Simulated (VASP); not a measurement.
# Te (R-3m) in VASP: further runs

Aim: see how the results for Te move with the level of theory and the settings. Levels: PBE, r2SCAN+D4. Tasks: single point, electrostatic potential.

Everything below comes from runs of VASP 6.6.1. Logs are shortened: lines on timing, memory, paths and dates and some standing lists are left out, and cuts for length are marked.

## 1. Starting point

The structure is trigonal, space group R-3m (No. 166). The conventional cell has a = 4.612 Å, b = 4.612 Å, c = 5.073 Å, α = 90.00°, β = 90.00°, γ = 120.00°. Te (site symmetry -3m) has 6 Te at 3.15 Å as nearest neighbours.

This isn't the form of Te at room conditions, which is trigonal, of chains.

## 2. Single point, PBE

The input, run.py:

```python
from ase.calculators.vasp import Vasp
from ase.dft.bandgap import bandgap
from ase.io import read

atoms = read('Te.cif')
calc = Vasp(
    directory='calc',
    xc='pbe',
    pp='PBE',
    setups='recommended',
    prec='Accurate',
    encut=520,
    ediff=1e-06,
    ismear=0,
    sigma=0.02,
    lreal=False,
    lasph=True,
    nelm=100,
    algo='Normal',
    isif=2,
    lwave=False,
    lcharg=False,
    kpts=[9, 9, 9],
    gamma=True,
)
atoms.calc = calc

print('energy (eV):', atoms.get_potential_energy())
print('free energy (eV):', atoms.get_potential_energy(force_consistent=True))
print('forces (eV/A):')
print(atoms.get_forces())
print('stress (eV/A^3, Voigt):', atoms.get_stress())
print('Fermi level (eV):', calc.get_fermi_level())
gap, top, bottom = bandgap(calc)
print('band gap (eV):', gap, 'from (spin, k, band)', top, 'to', bottom)
```

The input, Te.cif:

```cif
data_Te
_cell_length_a 3.15419047
_cell_length_b 3.15419047
_cell_length_c 3.15419047
_cell_angle_alpha 93.95076146
_cell_angle_beta 93.95076146
_cell_angle_gamma 93.95076146
_space_group_name_H-M_alt 'P1'
_space_group_name_Hall 'P 1'
_space_group_IT_number 1
loop_
_space_group_symop_operation_xyz
'x,y,z'
loop_
_atom_site_label
_atom_site_type_symbol
_atom_site_symmetry_multiplicity
_atom_site_Wyckoff_symbol
_atom_site_fract_x
_atom_site_fract_y
_atom_site_fract_z
_atom_site_occupancy
Te1 Te 1 a 0.5000000000 0.5000000000 0.5000000000 1
```

Potentials or basis: VASP PAW PBE potentials, release 64 (Te).

On the command line:

```bash
> python run.py
```

Log:

```text
energy (eV): -3.08488375
free energy (eV): -3.08508889
forces (eV/A):
[[0. 0. 0.]]
stress (eV/A^3, Voigt): [-0.01640109 -0.01634015 -0.0162646   0.0005091   0.00047515  0.0004412 ]
Fermi level (eV): 7.10002323
band gap (eV): 0.0 from (spin, k, band) (None, None, None) to (None, None, None)
```

OUTCAR:

```text
ENCUT = 520.000000
   EDIFF = 1.00e-06
   GGA = PE
   PREC = Accurate
   ISIF = 2
   ISMEAR = 0
   NELM = 100
   LASPH = .TRUE.
   LREAL = .FALSE.

 ion  position               nearest neighbor table
   1  0.500  0.500  0.500-

  LATTYP: Found a trigonal (rhomboedric) cell.
 ALAT       =     3.1541904700
 COS(alpha) =    -0.0688991668

  Lattice vectors:

 A1 = (   3.1541904700,   0.0000000000,   0.0000000000)
 A2 = (  -0.2173210954,   3.1466949427,   0.0000000000)
 A3 = (  -0.2173210954,  -0.2328476703,   3.1380680402)

Analysis of symmetry for initial positions (statically):
=====================================================================
 Subroutine PRICEL returns:
 Original cell was already a primitive cell.

 Routine SETGRP: Setting up the symmetry group for a
 trigonal (rhombohedral) supercell.

 Subroutine GETGRP returns: Found 12 space group operations
 (whereof 12 operations were pure point group operations)
 out of a pool of 12 trial point group operations.

The static configuration has the point symmetry D_3d.

Analysis of symmetry for dynamics (positions and initial velocities):
=====================================================================
 Subroutine PRICEL returns:
 Original cell was already a primitive cell.

 Routine SETGRP: Setting up the symmetry group for a
 trigonal (rhombohedral) supercell.

 Subroutine GETGRP returns: Found 12 space group operations
 (whereof 12 operations were pure point group operations)
 out of a pool of 12 trial point group operations.

The dynamic configuration has the point symmetry D_3d.

 Subroutine INISYM returns: Found 12 space group operations
 (whereof 12 operations are pure point group operations),
 and found     1 'primitive' translations

[... 147 lines left out ...]
   LEPSILON=     F    determine dielectric tensor
   LRPA    =     F    only Hartree local field effects (RPA)
 non-spin polarized calculation
 Gauss-broadening in eV      SIGMA  =   0.02
  energy-cutoff  :      520.00
  volume of cell :       31.15
 maximum number of plane-waves:       858
   NGX = 11   NGY = 11   NGZ = 11

 number of electron       5.9999999 magnetization

 Free energy of the ion-electron system (eV)
  ---------------------------------------------------
  ext. energy  EPLUGINS =         0.00000000
  ---------------------------------------------------
  free energy    TOTEN  =        -3.08508889 eV

  energy without entropy =       -3.08467860  energy(sigma->0) =       -3.08488375

 E-fermi :   7.1000     XC(G=0):  -9.5032

 val. band max:        7.0909968684   @ k =  -0.3333   0.4444   0.2222
 cond. band min:       7.1071062293   @ k =   0.2222   0.1111   0.0000
 fundamental gap:      0.0161093608
 Fermi energy:         7.1000232276

 k-point     1 :       0.0000    0.0000    0.0000
  band No.  band energies     occupation
      1      -6.8827      2.00000
      2       8.0539      0.00000
      3       8.5291      0.00000
      4       8.5291      0.00000
      5      13.1481      0.00000
      6      13.1481      0.00000
      7      13.8085      0.00000
[... 381 lines left out ...]
 k-point    40 :      -0.1111    0.2222    0.1111
  band No.  band energies     occupation
      1      -5.9963      2.00000
      2       4.6607      2.00000
      3       7.3127      0.00000
      4       7.9427      0.00000
      5      15.2481      0.00000
      6      15.8386      0.00000
      7      17.2690      0.00000

 [... further k-points ...]

------------------------ aborting loop because EDIFF is reached ----------------------------------------

  FORCE on cell =-STRESS in cart. coord.  units (eV):
  Direction    XX          YY          ZZ          XY          YZ          ZX
  --------------------------------------------------------------------------------------
  -------------------------------------------------------------------------------------
  Total        0.5108313      0.5089332      0.5065801     -0.0137417     -0.0158564     -0.0147991
  in kB       26.2774450     26.1798063     26.0587605     -0.7068784     -0.8156621     -0.7612727
  external PRESSURE =      26.1720040 kB  Pullay stress =       0.0000000 kB

 VOLUME and BASIS-vectors are now :
 -----------------------------------------------------------------------------
  energy-cutoff  :      520.00
  volume of cell :       31.15
      direct lattice vectors                 reciprocal lattice vectors
     3.154190470  0.000000000  0.000000000     0.317038559  0.021895725  0.023580603
    -0.217321095  3.146694943  0.000000000     0.000000000  0.317793754  0.023580603
    -0.217321095 -0.232847670  3.138068040     0.000000000  0.000000000  0.318667405

 POSITION                                       TOTAL-FORCE (eV/Angst)
 -----------------------------------------------------------------------------------
      1.35977      1.45692      1.56903         0.000000      0.000000      0.000000
 -----------------------------------------------------------------------------------
    total drift:                                0.000000     -0.000000     -0.000000

  FREE ENERGIE OF THE ION-ELECTRON SYSTEM (eV)
  ---------------------------------------------------
  free  energy   TOTEN  =        -3.0850888875 eV

  energy  without entropy=       -3.0846786041  energy(sigma->0) =       -3.08488375
```

INCAR:

```text
ENCUT = 520.000000
SIGMA = 0.020000
EDIFF = 1.00e-06
ALGO = Normal
GGA = PE
PREC = Accurate
ISIF = 2
ISMEAR = 0
NELM = 100
LASPH = .TRUE.
LCHARG = .FALSE.
LWAVE = .FALSE.
LREAL = .FALSE.
```

Run time: 10 s. Hardware: 1 thread of AMD EPYC 9R45 (Zen 5), shared host; peak memory 0.11 GiB.

Results:

| Property | Result |
| --- | --- |
| Free energy | -3.0851 eV |
| Pressure | 2.6 GPa |
| Band gap on the k mesh | none (metal or under the smearing width) |

The run has no spin-orbit coupling, so splittings on Te are missing.

## 3. Single point, PBE

The input, INCAR:

```
PREC = Accurate
ENCUT = 520
EDIFF = 1E-6
ISMEAR = 0
SIGMA = 0.02
LREAL = False
LASPH = True
NELM = 60
ALGO = Normal
ISIF = 2
LWAVE = False
LCHARG = False
GGA = PE
NBANDS = 9
```

The input, KPOINTS:

```
regular mesh
0
Gamma
  9 9 9
```

The input, POSCAR:

```
Te
3.1542
    0.731058380160      0.422076752584      0.536095905111
   -0.731058380160      0.422076752584      0.536095905111
    0.000000000000     -0.844153505168      0.536095905111
Te
1
Direct
    0.5000000000      0.5000000000      0.5000000000
```

Potentials or basis: VASP PAW PBE potentials, release 64 (Te).

On the command line:

```bash
> cat potpaw_PBE.64/Te/POTCAR > POTCAR
> mpirun -np 1 vasp_std > vasp.out
```

OUTCAR:

```text
PREC = Accurate
   ENCUT = 520
   EDIFF = 1E-6
   ISMEAR = 0
   LREAL = False
   LASPH = True
   NELM = 60
   ISIF = 2
   GGA = PE

 ion  position               nearest neighbor table
   1  0.500  0.500  0.500-

  LATTYP: Found a trigonal (rhomboedric) cell.
 ALAT       =     3.1541904739
 COS(alpha) =    -0.0688991668

  Lattice vectors:

 A1 = (   2.3059043427,   1.3313144930,   1.6909537039)
 A2 = (  -2.3059043427,   1.3313144930,   1.6909537039)
 A3 = (   0.0000000000,  -2.6626289860,   1.6909537039)
[... 685 lines left out ...]
      9      19.9568      0.00000

 [... further k-points ...]

------------------------ aborting loop because EDIFF is reached ----------------------------------------

  FORCE on cell =-STRESS in cart. coord.  units (eV):
  Direction    XX          YY          ZZ          XY          YZ          ZX
  --------------------------------------------------------------------------------------
  -------------------------------------------------------------------------------------
  Total        0.5235726      0.5235726      0.4789008      0.0000000     -0.0000000      0.0000000
  in kB       26.9328640     26.9328640     24.6349251      0.0000000     -0.0000000      0.0000000
  external PRESSURE =      26.1668843 kB  Pullay stress =       0.0000000 kB

 VOLUME and BASIS-vectors are now :
 -----------------------------------------------------------------------------
  energy-cutoff  :      520.00
  volume of cell :       31.15
      direct lattice vectors                 reciprocal lattice vectors
     2.305904343  1.331314493  1.690953704     0.216834667  0.125189553  0.197127415
    -2.305904343  1.331314493  1.690953704    -0.216834667  0.125189553  0.197127415
     0.000000000 -2.662628986  1.690953704     0.000000000 -0.250379107  0.197127415

 POSITION                                       TOTAL-FORCE (eV/Angst)
 -----------------------------------------------------------------------------------
      0.00000      0.00000      2.53643         0.000000      0.000000      0.000000
 -----------------------------------------------------------------------------------
    total drift:                                0.000000      0.000000     -0.000000

  FREE ENERGIE OF THE ION-ELECTRON SYSTEM (eV)
  ---------------------------------------------------
  free  energy   TOTEN  =        -3.0850888995 eV

  energy  without entropy=       -3.0846786162  energy(sigma->0) =       -3.08488376
```

stdout:

```text
POSCAR found type information on POSCAR Te
 POSCAR found :  1 types and       1 ions
 scaLAPACK will be used
 LDA part: xc-table for (Slater+PW92), standard interpolation
 POSCAR, INCAR and KPOINTS ok, starting setup
 FFT: planning ... GRIDC
 FFT: planning ... GRID_SOFT
 FFT: planning ... GRID
 WAVECAR not read
 entering main loop
```

Wall time 10 s (1 thread of AMD EPYC 9R45 (Zen 5), shared host); peak memory 0.11 GiB.

What came out:

| Item | Value |
| --- | --- |
| Free energy | -3.0851 eV |
| Pressure | 2.6 GPa |
| Band gap on the k mesh | none (metal or under the smearing width) |

Stress tensor (GPa, compression positive):
```
2.69 0.00 0.00
0.00 2.69 0.00
0.00 0.00 2.46
```

Spin-orbit coupling is left out, which matters for the levels of Te.

## 4. Single point, PBE

run.py, as its differences from that of step 2:

```diff
@@ -18,8 +18,11 @@
     nelm=100,
-    algo='Normal',
+    algo='Fast',
     isif=2,
     lwave=False,
-    lcharg=False,
+    lcharg=True,
+    lelf=True,
+    lvhar=True,
     kpts=[9, 9, 9],
     gamma=True,
+    nbands=9,
 )
```

Te.cif is that of step 2.

On the command line:

```bash
> python run.py
```

Run time: 13 s. Hardware: 1 thread of AMD EPYC 9R45 (Zen 5), shared host; peak memory 0.12 GiB.

The run converged. Its results:

- Free energy: -3.0851 eV
- Pressure: 2.6 GPa
- Band gap on the k mesh: none (metal or under the smearing width)

Stress tensor (GPa, compression positive):
```
 2.63 -0.07 -0.08
-0.07  2.62 -0.08
-0.08 -0.08  2.60
```

Levels at points of the mesh, in eV from the Fermi level:
```
           k point  band 1  band 2  band 3  band 4  band 5  band 6  band 7  band 8
(0.00, 0.00, 0.00)  -13.98    0.95    1.43    1.43    6.05    6.05    6.71   16.89
```

The run has no spin-orbit coupling, so splittings on Te are missing.

## 5. Electrostatic potential, r2SCAN+D4

The input, INCAR:

```
PREC = Normal ; ENCUT = 520
EDIFF = 1E-4 ; ISMEAR = -1
SIGMA = 0.02 ; LREAL = F
LASPH = T ; NELM = 80
ALGO = Normal ; ISIF = 2
LWAVE = F ; LCHARG = T
METAGGA = R2SCAN ; LMIXTAU = T
IVDW = 13 ; VDW_S6 = 1.0
VDW_S8 = 0.6018749 ; VDW_A1 = 0.51559235
VDW_A2 = 5.77342911 ; LVHAR = T
```

The input, KPOINTS:

```
Automatic mesh
0
Gamma
  9 9 9
```

The input, POSCAR:

```
Te
1.0
    2.3059043427      1.3313144930      1.6909537039
   -2.3059043427      1.3313144930      1.6909537039
    0.0000000000     -2.6626289860      1.6909537039
Te
1
Direct
    0.5000000000      0.5000000000      0.5000000000
```

On the command line:

```bash
> cat potpaw_PBE.64/Te/POTCAR > POTCAR
> mpirun -np 1 vasp_std > vasp.out
```

Wall time 23 s (1 thread of AMD EPYC 9R45 (Zen 5), shared host); peak memory 0.1 GiB.

These settings aren't checked as converged (typed here: EDIFF = 0.0001; PREC = Normal): the numbers below hold their error.

What came out:

| Quantity | Value |
| --- | --- |
| Free energy | -25.4973 eV |
| Pressure | 1.3 GPa |
| Band gap on the k mesh | none (metal or under the smearing width) |
| Dispersion energy per atom | -0.174 eV |

Caveat: the PAW data sets were made with another functional, which shifts forces and pressure a little; pairwise dispersion overbinds metals, which lowers pressure and volume.

## 6. The reference run

An earlier run on the cell as given: functional PBE; potentials or basis VASP PAW PBE potentials, release 64 (Te); cutoff 520 eV; k mesh 9 × 9 × 9; occupations fermi-dirac, width 0.05 eV; no spin polarisation.

* Pressure: 2.6 GPa
* Band gap on the k mesh: none (metal or under the smearing width)
